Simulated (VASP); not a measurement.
# GaSb in VASP: further runs, part 3 of 3

VASP 6.6.1. The steps go on from the part before.

## Step 6: Single point, r2SCAN (z stretched by +0.5 %, x and y held)

POSCAR

```
GaSb
1.0
    0.0000000000      3.0662848028      3.0816162268
    3.0662848028      0.0000000000      3.0816162268
    3.0662848028      3.0662848028      0.0000000000
Ga Sb
1 1
Direct
    0.0000000000      0.0000000000      0.0000000000
    0.7500000000      0.7500000000      0.7500000000
```

INCAR.step1

```
SYSTEM = GaSb
ALGO = Normal
EDIFF = 1E-4
ENCUT = 520
GGA = PE
ISMEAR = 0
LASPH = .TRUE.
LCHARG = .FALSE.
LREAL = .FALSE.
LWAVE = .TRUE.
NBANDS = 16
NELM = 60
PREC = Accurate
SIGMA = 0.01
```

INCAR.step2

```
SYSTEM = GaSb
ALGO = Normal
EDIFF = 1E-6
ENCUT = 520
ISIF = 2
ISMEAR = 0
ISTART = 1
LASPH = .TRUE.
LCHARG = .TRUE.
LELF = .TRUE.
LMIXTAU = .TRUE.
LREAL = .FALSE.
LVHAR = .TRUE.
LWAVE = .FALSE.
METAGGA = R2SCAN
NBANDS = 16
NELM = 60
PREC = Accurate
SIGMA = 0.01
```

KPOINTS

```
k-points
0
G
  8 8 8
  0 0 0
```

Potentials or basis: VASP PAW PBE potentials, release 64 (Ga_d, Sb).

Started as:

```
> cat potpaw_PBE.64/Ga_d/POTCAR potpaw_PBE.64/Sb/POTCAR > POTCAR
> cp INCAR.step1 INCAR
> mpirun -np 1 vasp_std > vasp.out
> cp INCAR.step2 INCAR
> mpirun -np 1 vasp_std > vasp.out
```

OUTCAR:

```text
SYSTEM = GaSb
   EDIFF = 1E-6
   ENCUT = 520
   ISIF = 2
   ISMEAR = 0
   ISTART = 1
   LASPH = .TRUE.
   LREAL = .FALSE.
   METAGGA = R2SCAN
   NELM = 60
   PREC = Accurate

 ion  position               nearest neighbor table
   1  0.000  0.000  0.000-   2 2.66   2 2.66   2 2.66   2 2.66
   2  0.750  0.750  0.750-   1 2.66   1 2.66   1 2.66   1 2.66

  LATTYP: Found a body centered tetragonal cell.
 ALAT       =     4.3363815542
 C/A-ratio  =     1.4212846302

  Lattice vectors:

 A1 = (  -3.0662848028,   0.0000000000,   3.0816162268)
 A2 = (   3.0662848028,   0.0000000000,   3.0816162268)
 A3 = (   0.0000000000,   3.0662848028,  -3.0816162268)

Analysis of symmetry for initial positions (statically):
=====================================================================
 Subroutine PRICEL returns:
 Original cell was already a primitive cell.

 Routine SETGRP: Setting up the symmetry group for a
 body centered tetragonal supercell.

 Subroutine GETGRP returns: Found  8 space group operations
 (whereof  8 operations were pure point group operations)
 out of a pool of 16 trial point group operations.

The static configuration has the point symmetry D_2d.

Analysis of symmetry for dynamics (positions and initial velocities):
=====================================================================
 Subroutine PRICEL returns:
 Original cell was already a primitive cell.

 Routine SETGRP: Setting up the symmetry group for a
 body centered tetragonal supercell.

 Subroutine GETGRP returns: Found  8 space group operations
 (whereof  8 operations were pure point group operations)
 out of a pool of 16 trial point group operations.

The dynamic configuration has the point symmetry D_2d.

 Subroutine INISYM returns: Found  8 space group operations
 (whereof  8 operations are pure point group operations),
 and found     1 'primitive' translations

----------------------------------------------------------------------------------------

                                     Primitive cell

  volume of cell :      57.9473

  direct lattice vectors                    reciprocal lattice vectors
     0.000000000  3.066284803  3.081616227    -0.163063783  0.163063783  0.162252520
     3.066284803  0.000000000  3.081616227     0.163063783 -0.163063783  0.162252520
     3.066284803  3.066284803  0.000000000     0.163063783  0.163063783 -0.162252520

  length of vectors
     4.347236025  4.347236025  4.336381554     0.281967153  0.281967153  0.281967153

  position of ions in fractional coordinates (direct lattice)
     0.000000000  0.000000000  0.000000000
     0.750000000  0.750000000  0.750000000

  ion indices of the primitive-cell ions
   primitive index   ion index
                 1           1
                 2           2

----------------------------------------------------------------------------------------

 KPOINTS: k-points

Automatic generation of k-mesh.
 Grid dimensions read from file:
 generate k-points for:    8    8    8

 Generating k-lattice:

  Cartesian coordinates                     Fractional coordinates (reciprocal lattice)
    -0.020382973  0.020382973  0.020281565     0.125000000 -0.000000000  0.000000000
     0.020382973 -0.020382973  0.020281565    -0.000000000  0.125000000  0.000000000
     0.020382973  0.020382973 -0.020281565     0.000000000  0.000000000  0.125000000

  Length of vectors
     0.035245894  0.035245894  0.035245894

  Shift w.r.t. Gamma in fractional coordinates (k-lattice)
     0.000000000  0.000000000  0.000000000

 Subroutine IBZKPT returns following result:
 ===========================================

 Found     59 irreducible k-points:

 Following reciprocal coordinates:
            Coordinates               Weight
  0.000000  0.000000  0.000000      1.000000
  0.125000  0.000000  0.000000      8.000000
  0.250000  0.000000  0.000000      8.000000
  0.375000  0.000000  0.000000      8.000000
  0.500000  0.000000  0.000000      4.000000
  0.125000  0.125000  0.000000      2.000000
[... 16 lines left out ...]
  0.250000  0.000000  0.125000     16.000000
  0.375000 -0.000000  0.125000     16.000000
 [... further k-points ...]
   k-points           NKPTS =     59   k-points in BZ     NKDIM =     59   number of bands    NBANDS=     16
   number of dos      NEDOS =    301   number of ions     NIONS =      2
   total plane-waves  NPLWV =  32768
   dimension x,y,z NGX =    32 NGY =   32 NGZ =   32
   dimension x,y,z NGXF=    64 NGYF=   64 NGZF=   64
   ions per type =               1   1
   NGX,Y,Z   is equivalent  to a cutoff of  12.24, 12.24, 12.27 a.u.
   NGXF,Y,Z  is equivalent  to a cutoff of  24.47, 24.47, 24.54 a.u.
 SYSTEM =  GaSb
   PREC   = accura    normal or accurate (medium, high low for compatibility)
   ISTART =      1    job   : 0-new  1-cont  2-samecut
   ICHARG =      0    charge: 1-file 2-atom 10-const
   ISPIN  =      1    spin polarized calculation?
   LNONCOLLINEAR =      F non collinear calculations
   LSORBIT =      F    spin-orbit coupling
   LASPH  =      T    aspherical Exc in radial PAW
   ENCUT  =  520.0 eV  38.22 Ry    6.18 a.u.   8.08  8.08  8.06*2*pi/ulx,y,z
   NELM   =     60;   NELMIN=  2; NELMDL=  0     # of ELM steps
   EDIFF  = 0.1E-05   stopping-criterion for ELM
   LREAL  =      F    real-space projection
   EDIFFG = 0.1E-04   stopping-criterion for IOM
   NSW    =      0    number of steps for IOM
   IBRION =     -1    ionic relax: 0-MD 1-quasi-New 2-CG
   NFREE  =      0    steps in history (QN), initial steepest desc. (CG)
   ISIF   =      2    stress and relaxation
   ISYM   =      2    0-nonsym 1-usesym 2-fastsym
   POTIM  = 0.5000    time-step for ionic-motion
   TEBEG  =    0.0;   TEEND  =   0.0 temperature during run
   PSTRESS=    0.0 pullay stress
   NELECT =      18.0000    total number of electrons
   NUPDOWN=      -1.0000    fix difference up-down
   EMIN   =  10.00;   EMAX   =-10.00  energy-range for DOS
   EFERMI =   0.00;   METHOD = LEGACY
   ISMEAR =     0;   SIGMA  =   0.01  broadening in eV -4-tet -1-fermi 0-gaus
   EFERMI_NEDOS =   21; number of points for ismear=-14 and -15
   IALGO  =     38    algorithm
   IMIX   =      4    mixing-type and parameters
     AMIX     =   0.40;   BMIX     =  1.00
     AMIX_MAG =   1.60;   BMIX_MAG =  1.00
  volume/ion in A,a.u.               =      28.97       195.52
  Fermi-wavevector in a.u.,A,eV,Ry     =   1.108718  2.095173 16.725042  1.229256
  Thomas-Fermi vector in A             =   2.245249
   LORBIT       =      0    0 simple, 1 ext, 2 COOP (PROOUT), +10 PAW based schemes
   METAGGA = R2SCAN    functional components
   LHFCALC =     F    Hartree Fock is set to
   AEXX    =    0.0000 exact exchange contribution
   IVDW    =     0    specifies the selected vdW correction
   LEPSILON=     F    determine dielectric tensor
   LRPA    =     F    only Hartree local field effects (RPA)
 non-spin polarized calculation
 Gauss-broadening in eV      SIGMA  =   0.01
  energy-cutoff  :      520.00
  volume of cell :       57.95
 maximum number of plane-waves:      1588
   NGX = 17   NGY = 17   NGZ = 17

 number of electron      17.9999992 magnetization

 Free energy of the ion-electron system (eV)
  ---------------------------------------------------
  ext. energy  EPLUGINS =         0.00000000
  ---------------------------------------------------
  free energy    TOTEN  =       -37.60033710 eV

  energy without entropy =      -37.60033710  energy(sigma->0) =      -37.60033710

 E-fermi :   4.6859     XC(G=0):  -9.6650

 val. band max:        4.5712805008   @ k =   0.0000   0.0000   0.0000
 cond. band min:       4.9183575831   @ k =   0.0000   0.0000   0.0000
 fundamental gap:      0.3470770823
 Fermi energy:         4.6859181127

 k-point     1 :       0.0000    0.0000    0.0000
  band No.  band energies     occupation
      1     -10.9144      2.00000
      2     -10.9138      2.00000
      3     -10.9138      2.00000
      4     -10.8592      2.00000
      5     -10.8585      2.00000
      6      -7.2834      2.00000
[... 8 lines left out ...]
     15      13.5164      0.00000
     16      13.6004      0.00000
[... 419 lines left out ...]
 k-point    24 :       0.3750   -0.0000    0.1250
  band No.  band energies     occupation
      1     -10.9391      2.00000
      2     -10.9033      2.00000
      3     -10.9020      2.00000
      4     -10.8618      2.00000
      5     -10.8574      2.00000
      6      -6.0677      2.00000
[... 8 lines left out ...]
     15      13.5297      0.00000
     16      14.2824      0.00000

 [... further k-points ...]

------------------------ aborting loop because EDIFF is reached ----------------------------------------

  FORCE on cell =-STRESS in cart. coord.  units (eV):
  Direction    XX          YY          ZZ          XY          YZ          ZX
  --------------------------------------------------------------------------------------
  -------------------------------------------------------------------------------------
  Total       -0.0422105     -0.0422105     -0.1304209      0.0000000      0.0000000      0.0000000
  in kB       -1.1670723     -1.1670723     -3.6059865      0.0000000      0.0000000      0.0000000
  external PRESSURE =      -1.9800437 kB  Pullay stress =       0.0000000 kB

 VOLUME and BASIS-vectors are now :
 -----------------------------------------------------------------------------
  energy-cutoff  :      520.00
  volume of cell :       57.95
      direct lattice vectors                 reciprocal lattice vectors
     0.000000000  3.066284803  3.081616227    -0.163063783  0.163063783  0.162252520
     3.066284803  0.000000000  3.081616227     0.163063783 -0.163063783  0.162252520
     3.066284803  3.066284803  0.000000000     0.163063783  0.163063783 -0.162252520

 POSITION                                       TOTAL-FORCE (eV/Angst)
 -----------------------------------------------------------------------------------
      0.00000      0.00000      0.00000         0.000000      0.000000     -0.000000
      4.59943      4.59943      4.62242        -0.000000     -0.000000      0.000000
 -----------------------------------------------------------------------------------
    total drift:                                0.000002      0.000002      0.000003

  FREE ENERGIE OF THE ION-ELECTRON SYSTEM (eV)
  ---------------------------------------------------
  free  energy   TOTEN  =       -37.6003371042 eV

  energy  without entropy=      -37.6003371042  energy(sigma->0) =      -37.60033710
```

Wall time 91 s (1 thread of Intel Xeon Platinum 8488C (Sapphire Rapids), shared host); peak memory 0.22 GiB.

Results:

| Quantity | Value |
| --- | --- |
| Free energy | -37.6003 eV |
| Pressure | -0.2 GPa |
| Band gap on the k mesh | 0.35 eV, direct |

Stress tensor (GPa, compression positive):
```
-0.12  0.00  0.00
 0.00 -0.12  0.00
 0.00  0.00 -0.36
```

Levels at points of the mesh, in eV from the valence-band top:
| k point | band 7 | band 8 | band 9 | band 10 | band 11 | band 12 |
| --- | --- | --- | --- | --- | --- | --- |
| (0.00, 0.00, 0.00) | -0.03 | 0.00 | 0.00 | 0.35 | 2.97 | 2.97 |
| (0.50, 0.00, 0.00) | -6.53 | -1.22 | -1.18 | 0.65 | 3.99 | 4.02 |
| (0.50, 0.50, 0.00) | -7.02 | -2.64 | -2.64 | 1.15 | 1.51 | 9.17 |
| (0.50, 0.00, 0.50) | -6.99 | -2.67 | -2.67 | 1.11 | 1.48 | 9.17 |

Caveat: the cell differs from its parent crystal (z stretched by +0.5 %, x and y held); the PAW data sets were made with another functional, which shifts forces and pressure a little; spin-orbit coupling is left out, which moves the levels of the heavy elements. A k mesh can miss the band edges.

## Step 7: Summary

| cell | gap on the mesh (eV) | pressure (GPa) |
| --- | --- | --- |
| a = 4.315 Å, angles 60.0°, 2 atoms | 0.51 | 0.9 |
| a = 4.336 Å, angles 60.0°, 2 atoms | 0.40 | 0.1 |
| a = 4.358 Å, angles 60.0°, 2 atoms | 0.28 | -0.7 |
| a = 4.326, b = 4.326, c = 4.336 Å, angles 59.9, 59.9, 60.2°, 2 atoms | 0.41 | 0.3 |
| a = 4.347, b = 4.347, c = 4.336 Å, angles 60.1, 60.1, 59.8°, 2 atoms | 0.35 | -0.2 |

Alike in all rows: task single point; level r2SCAN; potentials or basis VASP PAW PBE potentials, release 64 (Ga_d, Sb); no spin polarisation; k mesh 8 × 8 × 8; cutoff (eV) 520; smearing gaussian 0.01 eV.

Caveats: the PAW data sets were made with another functional, which shifts forces and pressure a little; spin-orbit coupling is left out, which moves the levels of the heavy elements.

Absolute energies hang on the potentials; compare differences alone.

## Step 8: Against experiment

Step 2. Measured gap of GaSb: 0.811 eV (direct; 4.2 K; a printed reference work, data compilation). This calculation gives 0.51 eV (-0.30 eV). Spin-orbit coupling on Ga, Sb is left out. The value is that of r2SCAN on a finite k mesh, which can miss the band edges, without temperature or zero-point motion.

Step 4. Against the measured gap of GaSb, 0.811 eV (direct; 4.2 K; a printed reference work, data compilation), the calculated 0.28 eV is off by -0.53 eV. Spin-orbit coupling on Ga, Sb is left out. The value is that of r2SCAN on a finite k mesh, which can miss the band edges, without temperature or zero-point motion.
